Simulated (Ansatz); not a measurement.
# TaN: the cost of one run

Computed with Ansatz 0.2.0 (DFT PBE, scalar-relativistic, plane waves, PAW, unless a step's input says otherwise).

4 further runs of the same task are left out: 4 set aside as unsound or not needed.

**1. The system as given**

Symmetry: Fm-3m, No. 225, cubic system. Conventional cell: a = 4.418 Å, b = 4.418 Å, c = 4.418 Å, α = 90.00°, β = 90.00°, γ = 90.00°. Ta (site symmetry m-3m) has 6 N at 2.21 Å as nearest neighbours. N (site symmetry m-3m) has 6 Ta at 2.21 Å as nearest neighbours.

As a file:

```
Ta N
1.0
     0.00000    2.20920    2.20920
     2.20920    0.00000    2.20920
     2.20920    2.20920    0.00000
Ta N
1 1
Direct
  0.50000 0.50000 0.50000
  0.00000 0.00000 0.00000
```

It is the result of an earlier relaxation at this level (volume 10.78 Å³/atom; gap on the mesh: none (metal)).

**2. The cell under 40 GPa**

At a set pressure the run lowers the enthalpy E + PV, so the energy alone may rise along the way.

File input.yaml:

```yaml
crystal:
  lattice:
    - [0.0, 2.209203451, 2.209203451]
    - [2.209203451, 0.0, 2.209203451]
    - [2.209203451, 2.209203451, 0.0]
  atoms:
    - { symbol: Ta, position: [0.5, 0.5, 0.5] }
    - { symbol: "N", position: [0.0, 0.0, 0.0] }
basis:
  ecutwfc: 420
kpoints:
  mp_grid: { grid: [16, 16, 16] }
hamiltonian:
  xc: pbe
scf:
  occupations: { method: fermi_dirac, width: 0.15 }
output:
  forces: true
  stress: true
  eigenvalues: true
relax:
  adjacent_minimum: "off"
  f_tol: 0.001
  max_steps: 60
  cell: { stress_tol: 0.02, p_target: 40.0 }
```

Run with:

```bash
$ ansatz run input.yaml --threads 1 --pin off --max-ram 3072MiB --backend cpu --events-out ev --progress --plain --runs-dir out
```

Q: Estimate wall time and peak memory on 1 thread of Intel Xeon at 2.50GHz (Skylake/Cascade Lake), shared host.

About 56 s, with a peak of 0.41 GiB.
